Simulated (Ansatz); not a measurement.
Set up this calculation in Ansatz 0.2.0, as the native input.

* Task: relaxation of cell and atoms
* Functional: RPBE
* Potentials or basis: all-electron LAPW, scalar-relativistic
* Basis error allowed: 0.001 eV/atom
* k mesh: 8 × 8 × 8
* Occupations: fermi-dirac, width 0.05 eV
* Spin: no spin polarisation

The system is InP.

```
In P
1.0
     0.00000    2.93050    2.93050
     2.93050    0.00000    2.93050
     2.93050    2.93050    0.00000
In P
1 1
Direct
  0.00000 0.00000 0.00000
  0.75000 0.75000 0.75000
```

These files were run (other wordings do the same):

input.yaml

```yaml
crystal:
  lattice:
    - [0.0, 2.9305, 2.9305]
    - [2.9305, 0.0, 2.9305]
    - [2.9305, 2.9305, 0.0]
  atoms:
    - { symbol: In, position: [0.0, 0.0, 0.0] }
    - { symbol: P, position: [0.75, 0.75, 0.75] }
kpoints:
  mp_grid: { grid: [8, 8, 8] }
scf:
  occupations: { method: fermi_dirac, width: 0.05 }
hamiltonian:
  xc: rpbe
  pseudopotentials: { kind: all_electron, lapw: { basis_error: 0.001 } }
output:
  forces: true
  stress: true
relax:
  f_tol: 0.02
  max_steps: 60
  cell: {}
```

Potentials or basis: all-electron LAPW, scalar-relativistic.

The run is started by

```sh
$ ansatz run input.yaml --threads 1 --pin off --max-ram 3072MiB --backend cpu --events-out ev --progress --plain --runs-dir out
```

Results of the run:

The relaxed volume is 27.26 Å³/atom. The relaxed cell is a = 4.256 Å, b = 4.256 Å, c = 4.256 Å, α = 60.00°, β = 60.00°, γ = 60.00°, the space group after relaxing (to 0.05 Å) is F-43m (No. 216) and the energy gained by relaxing is 30.9 meV/atom. The ionic steps are 4, the pressure after relaxing is 0.0 GPa and the band gap on the k mesh is 0.41 eV.

Caveat: spin-orbit coupling is left out, which moves the levels of the heavy elements.

It took 51 s on 1 thread of Intel(R) Xeon(R) Processor @ 2.50GHz (Skylake/Cascade Lake), on a shared host, peak memory 0.32 GiB.
